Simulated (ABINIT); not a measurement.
BaZrO3:

```xyz
5
Lattice="4.1913 0.0000 0.0000 0.0000 4.1913 0.0000 0.0000 0.0000 4.1913" Properties=species:S:1:pos:R:3 pbc="T T T"
Ba    0.0000    0.0000    0.0000
Zr    2.0957    2.0957    2.0957
O     2.0957    2.0957    0.0000
O     2.0957    0.0000    2.0957
O     0.0000    2.0957    2.0957
```

```yaml
Program: ABINIT 10.8.3 (patched build)
Task: relaxation of cell and atoms
Functional: PBE
Potentials_or_basis: PseudoDojo NC SR PBE v0.4.1 standard
Cutoff: 1143 eV
k_mesh: 4 × 4 × 4
Occupations: fermi-dirac, width 0.05 eV
Spin: no spin polarisation
```

At the start: pressure 4.3 GPa; volume 14.73 Å³/atom.

Where does the relaxation end?

Over 4 steps the energy falls by 5.2 meV/atom and the volume is 15.13 Å³/atom (+2.7 %); space group Pm-3m (No. 221, to 0.05 Å).

The path:
| step | energy change (eV) | largest force (eV/Å) | pressure (GPa) | volume (Å³) |
| --- | --- | --- | --- | --- |
| 1 | 0.0000 | 0.0000 | 4.25 | 73.63 |
| 2 | -0.0191 | 0.0000 | 2.13 | 74.59 |
| 3 | -0.0259 | 0.0000 | 0.07 | 75.59 |
| 4 | -0.0259 | 0.0000 | 0.00 | 75.63 |

Final structure:
```xyz
5
Lattice="4.2289 0.0000 0.0000 0.0000 4.2289 0.0000 0.0000 0.0000 4.2289" Properties=species:S:1:pos:R:3 pbc="T T T"
Ba    0.0000    0.0000    0.0000
Zr    2.1145    2.1145    2.1145
O     2.1145    2.1145    0.0000
O     2.1145    0.0000    2.1145
O     0.0000    2.1145    2.1145
```

Caveat: this set's barium file shifts pressures by 1 GPa against other sets; this release of the barium file is off.
